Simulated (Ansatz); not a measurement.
## PbSe (Fm-3m): birefringence under uniaxial strain

Cubic PbSe (Fm-3m) is strained along the cube axis z = [001] with x and y held fixed, and the static electronic response is computed along x and z.

The structure is cubic, space group Fm-3m (No. 225). The conventional cell has a = 6.121 Å, b = 6.121 Å, c = 6.121 Å, α = 90.00°, β = 90.00°, γ = 90.00°. Pb on site a is surrounded by 6 Se at 3.06 Å. Se on site b has 6 Pb at 3.06 Å as nearest neighbours.

Method: Ansatz 0.2.0, PBE, independent particles, k-mesh 6×6×6 with interpolation inside its cells, Gaussian parameter 0.1 eV.

Launch of the response step: `ansatz run input.yaml --threads 4 --pin off --max-ram 8192MiB --backend cpu --events-out ev --progress --plain --runs-dir out`. The series took 68 s in all, on 4 threads of Intel(R) Xeon(R) Platinum 8259CL CPU @ 2.50GHz (Skylake/Cascade Lake), with other jobs on the host.

| strain along z (%) | ε∞ along x | ε∞ along z | ε_z − ε_x |
| --- | --- | --- | --- |
| -2.0 | 23.9925 | 25.4949 | +1.5023 |
| -1.0 | 23.3342 | 24.0587 | +0.7245 |
| +0.0 | 22.8716 | 22.8716 | +0.0000 |
| +1.0 | 22.5899 | 21.9137 | -0.6762 |
| +2.0 | ? | ? | ? |
| +3.0 | 22.2369 | 20.3066 | -1.9302 |

To first order the splitting is linear in the strain, ε_z − ε_x = −ε² (p₁₁ − p₁₂) · strain.

Working, on the rows shown:

| x = strain | y = ε_z − ε_x |
| --- | --- |
| -0.02 | 1.5023 |
| -0.01 | 0.7245 |
| 0 | 0 |
| 0.01 | -0.6762 |
| 0.03 | -1.9302 |

Means: x̄ = 0.002, ȳ = -0.07592. Σ(x − x̄)(y − ȳ) = -0.1012, Σ(x − x̄)² = 0.00148. Slope = -0.1012 / 0.00148 = -68.38; intercept = ȳ − slope · x̄ = 0.060836. The line misses the rows shown by at most 0.074.

Predict the last column of the withheld row from the fit.

At x = 0.02 the line gives y = -1.3067. The run gave -1.3185, so the interpolation is off by 0.012, 0.3 % of the range in the table.

Between the rows on either side of x = 0 the slope is (-0.6762 − 0.7245) / (0.01 − (-0.01)) = -70.03. So p₁₁ − p₁₂ = +70.03 / 22.87² = +0.134, and 1 % of strain gives n_z − n_x = -0.0732. These are long-wavelength values at fixed fractional positions; over small gaps they hang strongly on the gap. Excitons are left out and so are local fields. Spin-orbit coupling is left out.
